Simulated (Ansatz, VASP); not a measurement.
**Au in VASP and in Ansatz**

INCAR

```
PREC = Accurate ; ENCUT = 520
EDIFF = 1E-6 ; ISMEAR = -1
SIGMA = 0.05 ; LREAL = F
LASPH = T ; NELM = 80
ALGO = Normal ; ISIF = 2
LWAVE = F ; LCHARG = T
GGA = PE ; LELF = T
LVHAR = T ; NBANDS = 12
```

Contents of KPOINTS:

```
regular mesh
0
Gamma
  21 21 21
```

The input POSCAR:

```
Au
1.0
    0.0000000000      2.0785962888      2.0785962888
    2.0785962888      0.0000000000      2.0785962888
    2.0785962888      2.0785962888      0.0000000000
Au
1
Direct
    0.0000000000      0.0000000000      0.0000000000
```

Input for Ansatz:

```yaml
crystal:
  lattice:
    - [0.0, 2.0785962888, 2.0785962888]
    - [2.0785962888, 0.0, 2.0785962888]
    - [2.0785962888, 2.0785962888, 0.0]
  atoms:
    - { symbol: Au, position: [0.0, 0.0, 0.0] }
kpoints:
  mp_grid: { grid: [21, 21, 21] }
scf:
  occupations: { method: fermi_dirac, width: 0.05 }
hamiltonian:
  xc: pbe
  pseudopotentials: { kind: all_electron, lapw: { basis_error: 0.0005 } }
output:
  forces: true
  stress: true
  eigenvalues: true
```

Alike in both runs: task single point; functional PBE; k mesh 21 × 21 × 21; occupations fermi-dirac, width 0.05 eV; no spin polarisation.

```csv
,VASP,Ansatz
version,VASP 6.6.1,Ansatz 0.2.0
potentials or method,"VASP PAW PBE potentials, release 64 (Au)","all-electron LAPW, scalar-relativistic"
plane-wave cutoff (eV),520,see its input
```

|  | VASP | Ansatz | Ansatz less VASP |
| --- | --- | --- | --- |
| pressure (GPa) | -0.2 | 0.0 | +0.21 |

Ansatz ran all-electron here, so the differences hold the error of VASP's frozen core and of both bases.

The runs have no spin-orbit coupling, so splittings on Au are missing.
